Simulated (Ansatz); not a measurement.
# ZnS (F-43m) in Ansatz: a series of runs

Aim: see how the results for ZnS move with the level of theory and the settings. Levels: PBEsol, HSE06, PBE0, PBE. Tasks: single point.

Program: Ansatz 0.2.0. These are calculated values, not measurements. Logs are shortened: lines on timing, memory, paths and dates and some standing lists are left out, and cuts for length are marked.

**Experimental background.**

From “Electronic, vibrational, and thermodynamic properties of ZnS (zincblende and rocksalt structure)”, 2009, arxiv:0911.5022, for a bulk crystal of ZnS at 19 K: band gap 3.85 eV (direct).

The runs below are set against these values where they give the same quantity.

**1. The structure**

The structure is cubic, space group F-43m (No. 216). The conventional cell has a = 5.404 Å, b = 5.404 Å, c = 5.404 Å, α = 90.00°, β = 90.00°, γ = 90.00°. Zn (site symmetry -43m) has 4 S at 2.34 Å as nearest neighbours. Around S (site symmetry -43m) lie 4 Zn at 2.34 Å.

**2. Single point, PBEsol**

input.yaml

```yaml
crystal:
  lattice:
    - [0.0, 2.702, 2.702]
    - [2.702, 0.0, 2.702]
    - [2.702, 2.702, 0.0]
  atoms:
    - { symbol: Zn, position: [0.75, 0.75, 0.75] }
    - { symbol: S, position: [0.0, 0.0, 0.0] }
kpoints:
  mp_grid: { grid: [6, 6, 6] }
scf:
  occupations: { method: fermi_dirac, width: 0.05 }
hamiltonian:
  xc: pbesol
  pseudopotentials: { kind: all_electron, datasets: crystal }
output:
  forces: true
  stress: true
  eigenvalues: true
  elf: true
  volumetric_format: npy
```

Potentials or basis: all-electron PAW datasets made for the crystal.

Command:

```console
$ ansatz run input.yaml --threads 2 --pin off --max-ram 8192MiB --backend cpu --events-out ev --progress --plain --runs-dir out
```

Output:

```text
Warning: RAYON_NUM_THREADS=2 ignored (pool sized by the plan → 2); use --threads N
hamiltonian.pseudopotentials.datasets: crystal makes datasets for this crystal and solves the spheres of its atoms anew in each pass: cutoff 280.0 eV, the density's 1120.0 eV; for an error of 0.50 meV an atom under PBE, 1.0 meV for the cell; an energy difference from a run of another recipe may be off by several times the error for the cell, under r2SCAN by more, where some 0.1 meV an atom stays at smaller errors; S in spheres of 1.064 Å, 6 of its electrons in bands; Zn in spheres of 1.270 Å, 12 of its electrons in bands, 8 on its site; only band paths and densities of states list, in semicore columns, the levels of the semicore shells that are solved separately: 3s of Zn, 3p of Zn
Engine: ansatz 0.2.0, x86_64-unknown-linux-gnu
Pseudopotentials: kind: all_electron
Pseudopotential: Zn, paw, valence charge 20, recommended cutoff 280 eV (normal), crystal/all_electron/pbesol/scalar/gaussian/Zn, Koelling and Harmon's equation, gaussian nucleus
Pseudopotential: S, paw, valence charge 6, recommended cutoff 280 eV (normal), crystal/all_electron/pbesol/scalar/gaussian/S, Koelling and Harmon's equation, gaussian nucleus
Functional definition: PBEsol
  exchange = pbesol_x
  correlation = pbesol_c
Crystal: 2 atoms, lattice volume = 39.454 Å³
Basis set: ecut = 280 eV, 411 PW (Γ), exchange–correlation on 48×48×48 points (8 copies of the dense FFT grid, shifted against one another)
Bands: 13, of which v1, the nominal top of the filled ones, is band 9 counted from 1 (8 counted from 0)
Symmetry: 24 space group operations
Space group: F-43m (ITA 216), of the structure as read, at distance tolerance 3.4e-5 Å
k-points: 16 of 216 (time reversal used)
Non-local potential: Zn, projectors of the file, l = 0: 1, l = 1: 1, l = 2: 2
Non-local potential: S, projectors of the file, l = 0: 1, l = 1: 1, l = 2: 2
PAW form: soft (Blöchl's): semilocal exchange-correlation on the pseudo side does not see the compensation charge
PAW one-centre angular grid: Zn, 590 points (default); XC on its mesh's 1897 points in the sphere
PAW one-centre angular grid: S, 110 points (default); XC on its mesh's 1903 points in the sphere
Initial density: superposition of atomic densities (neutral atoms: chi_scale 0, normalization atom)
Initial wavefunctions: pseudopotential atomic-orbital guess
Functional: x = pbesol(κ = 0.804, μ = 0.12345679012345678), c = pbesol(β = 0.046)
iter 1 solved again at ethr=6.58e-3 eV; its pass at ethr=1.00e-1 eV (dr2=1.18e0 eV) is discarded
SCF iter   1: F=—  HF=-59682.378398 eV  |F-HF|=—  |Δ(HF+E_count)|=         —  Δρ=4.26e-2  dr2=1.16e0  ethr=6.58e-3  ⟨swp⟩=2.1  Hψ=1158  notcnv=0
preconditioner: auto → none  [insulator: Δε(μ)=2.182 eV  Ē_g=11.482 eV  σ=0.050 eV  W_gap=1.00  n_scr=14 (ndim 8)  ℏωp=25.1 eV  f_vac=0.000  D(μ)=0.00/eV (n_scr^D=0)  ε∞_Penn≈5.8]
iter 2 solved again at ethr=4.78e-4 eV; its pass at ethr=6.42e-3 eV (dr2=8.60e-2 eV) is discarded
SCF iter   2: F=—  HF=-59682.110182 eV  |F-HF|=—  |Δ(HF+E_count)|=   2.68e-1  Δρ=1.79e-2  dr2=8.68e-2  ethr=4.78e-4  ⟨swp⟩=2.1  Hψ=962  notcnv=0
SCF iter   3: F=—  HF=-59682.070446 eV  |F-HF|=—  |Δ(HF+E_count)|=   3.97e-2  Δρ=9.57e-3  dr2=2.95e-2  ethr=4.78e-4  ⟨swp⟩=3.0  Hψ=605  notcnv=0
SCF iter   4: F=—  HF=-59682.064312 eV  |F-HF|=—  |Δ(HF+E_count)|=   6.13e-3  Δρ=4.14e-3  dr2=7.21e-3  ethr=1.64e-4  ⟨swp⟩=3.0  Hψ=612  notcnv=0
SCF iter   5: F=—  HF=-59682.061422 eV  |F-HF|=—  |Δ(HF+E_count)|=   2.89e-3  Δρ=1.12e-3  dr2=4.77e-4  ethr=4.00e-5  ⟨swp⟩=2.4  Hψ=363  notcnv=0
SCF iter   6: F=—  HF=-59682.062588 eV  |F-HF|=—  |Δ(HF+E_count)|=   1.17e-3  Δρ=2.26e-4  dr2=1.17e-5  ethr=2.65e-6  ⟨swp⟩=3.0  Hψ=585  notcnv=0
SCF iter   7: F=—  HF=-59682.062588 eV  |F-HF|=—  |Δ(HF+E_count)|=   1.09e-8  Δρ=5.24e-5  dr2=6.74e-7  ethr=6.51e-8  ⟨swp⟩=3.0  Hψ=476  notcnv=0
SCF iter   8: F=—  HF=-59682.062587 eV  |F-HF|=—  |Δ(HF+E_count)|=   1.93e-7  Δρ=1.07e-5  dr2=2.25e-8  ethr=3.75e-9  ⟨swp⟩=3.0  Hψ=445  notcnv=0
SCF iter   9: F=-59682.062587 eV  HF=-59682.062587 eV  |F-HF|=3.97e-9  |Δ(HF+E_count)|=   3.01e-9  Δρ=2.30e-6  dr2=1.31e-9  ethr=1.25e-10  ⟨swp⟩=3.0  Hψ=447  notcnv=0
SCF 1 converged in 9 iterations: F = -59682.062585 eV  dr2 = 1.31e-9
  Residual-converged pass: ⟨swp⟩=2.7  Hψ=366  notcnv=0  max |occ|·‖R‖ = 5.3e-6 eV (tolerance 5.3e-6 eV)  dr2=1.32e-9  dr2_onsite=6.76e-9  max |Δocc| = 3.5e-15
SCF converged after 9 iterations
Free energy (F): -59682.062585 eV
Harris-Foulkes:  -59682.062585 eV  (|F-HF|=3.97e-9)
Internal energy: -59682.062585 eV  (E = F + TS)
E sigma→0 (E₀):  -59682.062585 eV
Past the cutoff: the bands carry plane waves up to 1.75 times it, of which those up to 1.5 times it add -0.000266 eV an atom, each by itself; the spheres take 0.000321 eV an atom off the energy for waves past 1.75 times it
By the cutoff:   a pressure is off by up to 0.008 GPa (1.2 times the spheres' own share and the shells' term, over an atom's volume, and 0.004 GPa: a bound that held against runs at twice the plane waves)
Past the cutoffs: a stress includes 0.0023 GPa for waves and charges beyond them, in addition to the slope of what the spheres take
In the spheres:  the bands' charges fall short by 2.8e-6 e at most (sound up to 1e-3), those of shells solved beside the bands by 2.2e-8 e (sound up to 5e-4)
Fermi energy:    8.231923 eV
--- Per-component energies (eV) ---
  E_band       = 30.232056
  E_kinetic    = 180.007570
  E_local      = -4101.802367  (includes V_loc(G=0)·N_el)
  E_nonlocal   = -106.510605
  E_hartree    = 2015.906187
  E_xc         = -100.516817
  E_vxc        = -129.070136  (∫ρ·V_xc dr)
  E_paw        = -62468.476672  (= ΣΔE_a)
  E_vpaw       = -7663.255101  (= ΣTr[D̂ρ^β])
  E_ewald      = -2919.717972
  E_smearing   = -0.000000  (= −TS)
  E_closure    = 7819.048090  (closes the sum)
  Σ components = -59682.062585   (vs F -59682.062585, Δ=0.00e0)
  The terms above E_closure are by the made datasets' own strengths, without shells solved beside the bands.
--- Forces (eV/Å), atoms counted from 1 ---
  atom   1  Zn     0.00000000     0.00000000    -0.00000000
  atom   2  S     -0.00000000     0.00000000     0.00000000
  max |Σ_I F_I| component: 1.16e-16 eV/Å
--- Stress (GPa, compression-positive) ---
       -1.948175      -0.000000       0.000000
       -0.000000      -1.948175       0.000000
       -0.000000       0.000000      -1.948175
  P = ⅓ Tr σ = -1.9482 GPa (-19.482 kbar)
  It holds what live shells' own plane waves past their cutoff add
--- Band table (eV; the first three rows and the last of 16) ---
  k-point 0: bands = ["-5.9349", "0.8412", "0.8412", "0.8412", "1.3396", "1.3396", "7.2161", "7.2161", "7.2161", "9.1909", "13.4911"]
  k-point 1: bands = ["-5.7291", "0.8459", "0.8765", "0.8765", "1.3376", "1.3376", "5.4985", "6.9668", "6.9668", "10.3240", "13.4593"]
  k-point 2: bands = ["-5.2613", "0.9352", "0.9352", "0.9974", "1.3513", "1.3513", "3.2775", "6.5346", "6.5346", "10.5335", "14.1344"]
  k-point 15: bands = ["-4.6669", "0.9267", "1.1349", "1.2223", "1.3624", "1.6975", "2.5895", "4.5483", "4.5796", "11.9061", "12.4754"]
```

Wall time 2.7 s (2 threads of AMD EPYC 7R13 (Zen 3), shared host); peak memory 0.47 GiB.

What came out:

| Item | Value |
| --- | --- |
| Free energy | -59682.0626 eV |
| Pressure | -1.9 GPa |
| Band gap on the k mesh | 1.97 eV, direct |

**3. Single point, HSE06**

Changes to input.yaml since step 2:

```diff
@@ -13,3 +13,3 @@
 hamiltonian:
-  xc: pbesol
+  xc: hse06
   pseudopotentials: { kind: all_electron, datasets: crystal }
@@ -18,4 +18 @@
   stress: true
-  eigenvalues: true
-  elf: true
-  volumetric_format: npy
```

Potentials or basis: all-electron PAW datasets made for the crystal.

Command:

```console
$ ansatz run input.yaml --threads 2 --pin off --max-ram 8192MiB --backend cpu --events-out ev --progress --plain --runs-dir out
```

Wall time 77 s (2 threads of AMD EPYC 7R13 (Zen 3), shared host); peak memory 0.93 GiB.

Results (log left out):

```yaml
Free_energy: -59737.3905 eV
Pressure: 0.9 GPa
Band_gap_on_the_k_mesh: 3.34 eV, direct
```

Levels at points of the mesh, in eV from the valence-band top:
```tsv
k point	band 7	band 8	band 9	band 10
(0.00, 0.00, 0.00)	0.00	0.00	0.00	3.34
(0.00, 0.00, -0.50)	-5.58	-0.91	-0.91	4.56
(0.00, -0.50, -0.50)	-4.98	-2.34	-2.34	4.38
```

**4. Single point, PBE0**

Changes to input.yaml since step 3:

```diff
@@ -13,3 +13,3 @@
 hamiltonian:
-  xc: hse06
+  xc: pbe0
   pseudopotentials: { kind: all_electron, datasets: crystal }
```

Command:

```console
$ ansatz run input.yaml --threads 2 --pin off --max-ram 8192MiB --backend cpu --events-out ev --progress --plain --runs-dir out
```

Run time: 84 s. Hardware: 2 threads of AMD EPYC 7R13 (Zen 3), shared host; peak memory 0.9 GiB.

The run converged. Its results:

```
Free energy            : -59737.6580 eV
Pressure               : 0.7 GPa
Band gap on the k mesh : 4.01 eV, direct
```

Levels at points of the mesh, in eV from the valence-band top:
```tsv
k point	band 5	band 6	band 7	band 8	band 9	band 10
(0.00, 0.00, 0.00)	-7.52	-7.52	0.00	0.00	0.00	4.01
(0.00, 0.00, -0.50)	-7.49	-7.28	-5.66	-0.92	-0.92	5.26
(0.00, -0.50, -0.50)	-7.45	-7.24	-5.05	-2.37	-2.37	5.08
```

**5. Single point, PBE**

Changes to input.yaml since step 4:

```diff
@@ -13,3 +13,3 @@
 hamiltonian:
-  xc: pbe0
+  xc: pbe
   pseudopotentials: { kind: all_electron, datasets: crystal }
@@ -18 +18,4 @@
   stress: true
+  eigenvalues: true
+  elf: true
+  volumetric_format: npy
```

Command:

```console
$ ansatz run input.yaml --threads 1 --pin off --max-ram 3072MiB --backend cpu --events-out ev --progress --plain --runs-dir out
```

Run time: 4.9 s. Hardware: 1 thread of AMD EPYC 7R43 (Zen 3), shared host; peak memory 0.49 GiB.

The run converged. Its results:

- Free energy: -59737.3300 eV
- Pressure: 1.6 GPa
- Band gap on the k mesh: 2.11 eV, direct

Levels at points of the mesh, in eV from the valence-band top:
```csv
k point,band 5,band 6,band 7,band 8,band 9,band 10,band 11
"(0.00, 0.00, 0.00)",-5.84,-5.84,0.00,0.00,0.00,2.11,6.37
"(0.00, 0.00, -0.50)",-5.81,-5.63,-5.29,-0.87,-0.87,3.31,6.90
"(0.00, -0.50, -0.50)",-5.76,-5.62,-4.56,-2.22,-2.22,3.40,4.07
```

**6. The runs side by side**

| level | cutoff (eV) | gap on the mesh (eV) | pressure (GPa) |
| --- | --- | --- | --- |
| PBEsol | 280 | 1.97 | -1.9 |
| HSE06 | 310 | 3.34 | 0.9 |
| PBE0 | 310 | 4.01 | 0.7 |
| PBE | 280 | 2.11 | 1.6 |

Alike in all rows: task single point; potentials or basis all-electron PAW datasets made for the crystal; no spin polarisation; cell as given; k mesh 6 × 6 × 6; smearing fermi-dirac 0.05 eV.

On the cell as given the gap runs from 1.97 eV (PBEsol) to 4.01 eV (PBE0). The pressure there spans -1.9 GPa (PBEsol) to 1.6 GPa (PBE); a positive pressure means that this level wants a larger cell, a negative one a smaller.

Compare energies only between runs with the same functional and basis.

**7. How close it comes**

Step 2. Against the measured gap of ZnS, 3.85 eV (direct; 19 K; quoted in “Electronic, vibrational, and thermodynamic properties of ZnS (zincblende and rocksalt structure)”, 2009, arxiv:0911.5022), the calculated 1.97 eV is off by -1.88 eV. The value is that of PBEsol, without temperature or zero-point motion. Semilocal functionals fall short of measured gaps as a rule.

Step 3. Measured gap of ZnS: 3.85 eV (direct; 19 K; quoted in “Electronic, vibrational, and thermodynamic properties of ZnS (zincblende and rocksalt structure)”, 2009, arxiv:0911.5022). This calculation gives 3.34 eV (-0.51 eV). The value is that of HSE06, without temperature or zero-point motion.

Step 4. Against the measured gap of ZnS, 3.85 eV (direct; 19 K; quoted in “Electronic, vibrational, and thermodynamic properties of ZnS (zincblende and rocksalt structure)”, 2009, arxiv:0911.5022), the calculated 4.01 eV is off by +0.16 eV. The value is that of PBE0, without temperature or zero-point motion.

Step 5. Against the measured gap of ZnS, 3.85 eV (direct; 19 K; quoted in “Electronic, vibrational, and thermodynamic properties of ZnS (zincblende and rocksalt structure)”, 2009, arxiv:0911.5022), the calculated 2.11 eV is off by -1.74 eV. The value is that of PBE, without temperature or zero-point motion. Semilocal functionals fall short of measured gaps as a rule.
